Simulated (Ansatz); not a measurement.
# N started on a C site in diamond, 128 atoms, charge +1

All numbers come from Ansatz (PAW, plane waves, no spin–orbit coupling) at the single k point (¼, ¼, ¼) without its symmetry partners. The atoms were relaxed with PBEsol in a fixed cell; other functionals are single points on those atoms unless said otherwise. The valence top and gap of the host come from its small cell on a dense mesh, with the band extrema sought between the mesh points, lined up by the mean potential, PBEsol gap 4.03 eV, HSE06 gap 5.31 eV. The charge correction uses an assumed dielectric constant of 5.7.

Relaxed structure:

```xyz
128
Lattice="0.0000 7.1076 7.1076 7.1076 0.0000 7.1076 7.1076 7.1076 0.0000" Properties=species:S:1:pos:R:3 pbc="T T T"
C     7.1079    0.0038    7.1096
C     0.0022    3.5576    3.5560
C     3.5541    0.0056    3.5559
C     3.5541    3.5576    0.0039
C     3.5537    3.5573    3.5555
C     3.5542    3.5577    7.1074
C     3.5541    7.1091    3.5559
C     3.5520    7.1112    7.1095
C     7.1057    3.5577    3.5559
C     7.1077    3.5556    7.1095
C     7.1077    7.1112    3.5537
C     7.1080    7.1116   10.6657
C     7.1080   10.6674    7.1099
C    10.6638    7.1115    7.1098
C    10.6620   10.6655   10.6638
C     0.8894    0.8929    0.8912
C     0.8893    4.4474    4.4457
C     4.4439    0.8928    4.4456
C     4.4439    4.4474    0.8911
C     4.4428    4.4463    4.4445
C     4.4439    4.4474    8.0024
C     4.4440    8.0041    4.4458
C     4.4405    8.0004    7.9988
C     8.0006    4.4475    4.4458
C     7.9969    4.4442    7.9989
C     7.9969    8.0005    4.4424
C     8.0048    8.0085    8.0067
C     7.9976    8.0012   11.5539
C     7.9976   11.5557    7.9994
C    11.5520    8.0012    7.9993
C    11.5509   11.5544   11.5528
C     8.8844    1.7803    7.1099
C     1.7781    1.7815    3.5551
C     1.7780    5.3333    3.5565
C     1.7768    5.3348    7.1093
C     5.3297    1.7816    3.5564
C     5.3313    1.7804    7.1094
C    12.4389    5.3348    7.1100
C     5.3295    5.3331    3.5548
C     5.3322    5.3357    7.1024
C     5.3315    5.3349   10.6641
C    12.4391    8.8880   10.6630
C     5.3325    8.8868    7.1165
C     8.8846    5.3351    3.5554
C     8.8832    5.3360    7.1165
C     8.8838    8.8876    7.1030
C     8.8848    8.8884   10.6645
C     2.6660    2.6696    0.8911
C     2.6666    2.6702    4.4449
C     2.6659    6.2242    4.4455
C     2.6657    6.2238    7.9992
C     6.2206    2.6694    4.4456
C     6.2202    2.6692    7.9993
C     6.2206    6.2242    0.8912
C     6.2201    6.2236    4.4419
C     6.2130    6.2165    8.0053
C     6.2204    6.2239   11.5538
C     6.2173    9.7773    4.4459
C     6.2207    9.7806    7.9988
C     9.7738    6.2209    4.4458
C     9.7770    6.2244    7.9990
C     9.7743    9.7779    8.0027
C     9.7749    9.7784   11.5529
C     1.7768    0.0039    1.7785
C     1.7780    3.5568    1.7799
C     1.7781    3.5582    5.3316
C     8.8845    7.1112   12.4406
C     5.3313    0.0040    5.3331
C     5.3298    3.5582    1.7800
C     5.3295    3.5565    5.3313
C     5.3315    3.5571    8.8864
C    12.4389    7.1112    8.8862
C     5.3321    7.1041    5.3339
C     5.3324    7.1182    8.8851
C    12.4390   10.6658   12.4408
C     8.8846    3.5572    5.3333
C     8.8832    7.1182    5.3342
C     8.8838    7.1048    8.8857
C     8.8849   10.6663    8.8866
C     2.6660    0.8928    2.6680
C     2.6667    4.4466    2.6684
C     2.6659    4.4473    6.2224
C     2.6657    8.0009    6.2220
C     6.2206    0.8929    6.2224
C     6.2206    4.4473    2.6677
C     6.2202    4.4437    6.2220
C     6.2174    4.4475    9.7757
C     6.2202    8.0009    2.6675
C     6.2132    8.0067    6.2150
C     6.2208    8.0007    9.7788
C     6.2204   11.5556    6.2221
C     9.7737    4.4475    6.2193
C     9.7770    8.0008    6.2225
C     9.7743    8.0046    9.7761
C     9.7749   11.5546    9.7767
C     7.1081    1.7804    8.8862
C     7.1081    5.3348   12.4408
C     3.5532    1.7815    1.7799
C     3.5546    1.7816    5.3315
C     3.5546    5.3333    1.7799
C     3.5530    5.3331    5.3313
C     3.5537    5.3350    8.8863
C    10.6612    8.8880   12.4409
C     7.1076    1.7804    5.3331
C     7.1076    5.3348    1.7786
C     7.1007    5.3357    5.3339
C     7.1147    5.3360    8.8852
C     7.1146    8.8868    5.3343
C     7.1012    8.8875    8.8857
C    10.6623    5.3350    5.3332
C    10.6627    8.8884    8.8866
C     0.8892    2.6696    2.6679
C     0.8894    6.2242    6.2225
C     4.4431    2.6702    2.6684
C     4.4438    2.6695    6.2224
C     4.4438    6.2242    2.6677
C     4.4401    6.2236    6.2219
C     4.4440    6.2209    9.7756
C     4.4439    9.7773    6.2192
C     7.9974    2.6691    6.2221
C     7.9974    6.2238    2.6675
C     8.0033    6.2168    6.2150
C     7.9971    6.2243    9.7789
C     7.9970    9.7807    6.2226
C     8.0009    9.7779    9.7761
C    11.5520    6.2238    6.2221
C    11.5511    9.7784    9.7767
N     7.1091    7.1128    7.1107
```

Chemical potentials μ are those of reference phases of the elements at zero temperature by the same functional (the usual solids, diamond for C, grey Sn, and the molecules H2, N2, O2, F2, Cl2, Br2 and S8).

| functional | E(defect) − E(host) − Σ nμ + q·E_VBM (eV) | monopole (eV) | alignment (eV) | formation energy at E_F = VBM (eV) | moment (μB) | wall time, shared host |
| --- | --- | --- | --- | --- | --- | --- |
| PBEsol | 0.43 | 0.41 | 0.00 | 0.84 | 0 (no spin) | 6.2 s on NVIDIA GB300 (relaxation) |
| HSE06 | 0.22 | 0.41 | 0.00 | 0.63 | 0 (no spin) | 23 s on NVIDIA GB300 |

HSE06 one-electron levels near the gap (the ten most localised at most), from the host's valence top, not corrected for the charge's images:

| level (eV) | spin | filling | atoms sharing it | element of the atom with most weight |
| --- | --- | --- | --- | --- |
| -0.25 | both | 2.00 | 123.9 | spread |
| -0.25 | both | 2.00 | 123.9 | spread |
| 5.08 | both | 0.00 | 29.2 | N |

One k point and a cell of this size can leave errors of several tenths of an eV in such numbers.

The relaxed nitrogen stays essentially on the lattice site, with four nearly equal bonds to carbon and only a slight outward shift of its neighbours. This follows from electron count: N⁺ has as many valence electrons as carbon, so it can form four sp³ bonds without populating an antibonding orbital. Neutral substitutional nitrogen, by contrast, is known to distort along one N–C axis, which localises its extra electron and makes it a deep donor. The empty N-weighted level at 5.08 eV belongs to the undistorted geometry and lies too close to the conduction edge to be classed as either a bound state or a band state. It therefore does not contradict the known deep donor behaviour.

The small formation energies, 0.84 eV with PBEsol and 0.63 eV with HSE06, apply with the Fermi level at the valence top, where giving up the donor electron is most favourable. They rise one for one with the Fermi level, so they do not imply easy incorporation in nitrogen-doped diamond. Locating the donor transition would require the relaxed neutral state.
